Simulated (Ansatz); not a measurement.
A 2-atom cell of PbS started from a crystallographic database, relaxed with r2SCAN+rVV10 in Ansatz: it is cubic, Fm-3m (No. 225); conventional cell a = 5.941 Å, 26.21 Å³ an atom. Pb is surrounded by 6 S at 2.97 Å; S is surrounded by 6 Pb at 2.97 Å. The primitive cell holds 2 atoms in 52.43 Å³. The values are computed, non-magnetic, and not measurements.

Computed values: PBE gives a gap of 0.38 eV and PBE0 (25 % exact exchange) 1.38 eV; one over PBE's mean ε∞ is 0.059. HSE06+SOC (4×4×4) gives a least gap of 0.32 eV, direct. r2SCAN's ε∞ is 14.35.

**Question.** What is the density?

**Answer.** The cell holds 1 Pb, 1 S: M = 1×207.200 + 1×32.060 = 239.26 u in V = 52.43 Å³. ρ = 1.66054 × M/V = 1.66054 × 239.26/52.43 = 7.578 g/cm³, for the static r2SCAN+rVV10 lattice.

**Question.** Taking the gap as linear in the share of unscreened exchange, estimate the gap of the hybrid whose share is 1/ε∞.

**Answer.** The slope is (1.38 − 0.38)/0.25 = 4.00 eV per unit share, so E_g ≈ 0.38 + 4.00 × 0.059 = 0.62 eV. The run with that share gives 0.60 eV (6×6×6 mesh), -0.02 eV from the straight line.

**Question.** At what wavelength does absorption set in by HSE06+SOC, excitons left aside?

**Answer.** λ = 1239.84 eV nm/E: 3874 nm for the least gap. That lies in the infrared.

**Question.** What refractive index and reflectivity at normal incidence follow, below the gap and above the phonons?

**Answer.** n = √14.35 = 3.788; R = ((n − 1)/(n + 1))² = (2.788/4.788)² = 33.9 % a face.

Only the levels marked +SOC include spin-orbit coupling.

The meshes of the hybrids are coarse, so their gaps aren't converged to the digits shown.
